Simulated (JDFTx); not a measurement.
**ZnS: equation of state with PBEsol**

**Measured values to compare with.**

“Electronic, vibrational, and thermodynamic properties of ZnS (zincblende and rocksalt structure)”, 2009, arxiv:0911.5022 quotes, for a bulk crystal of ZnS: bulk modulus 76.9 GPa.

Crystal: ZnS.

```
CELL_PARAMETERS angstrom
0.00000 2.70200 2.70200
2.70200 0.00000 2.70200
2.70200 2.70200 0.00000
ATOMIC_POSITIONS crystal
Zn 0.75000 0.75000 0.75000
S 0.00000 0.00000 0.00000
```

```
Program             : JDFTx 1.7.0 (patched build)
Task                : equation of state
Functional          : PBEsol
Potentials or basis : PseudoDojo-SR-PBEsol-0.4.1-standard with smoothed tails
Cutoff              : 1143 eV
Density cutoff      : 9143 eV
k mesh              : 9 × 9 × 9
Occupations         : fermi-dirac, width 0.05 eV
Spin                : no spin polarisation
```

The equilibrium volume is 19.20 Å³/atom, the bulk modulus is 79 GPa and the pressure derivative of the bulk modulus is 4.4.

Energy against volume, from the lowest point:
```
volume (Å³/atom)  energy (meV/atom)
          18.543               5.58
          18.938               0.64
          19.332               0.00
          19.727               3.20
          20.121               9.84
          20.516              19.55
          20.910              32.01
```

Measured bulk modulus of ZnS: 76.9 GPa (quoted in “Electronic, vibrational, and thermodynamic properties of ZnS (zincblende and rocksalt structure)”, 2009, arxiv:0911.5022). This calculation gives 79 GPa (+2.5 %). The fit is for a static lattice scaled at fixed shape and fixed fractional positions.
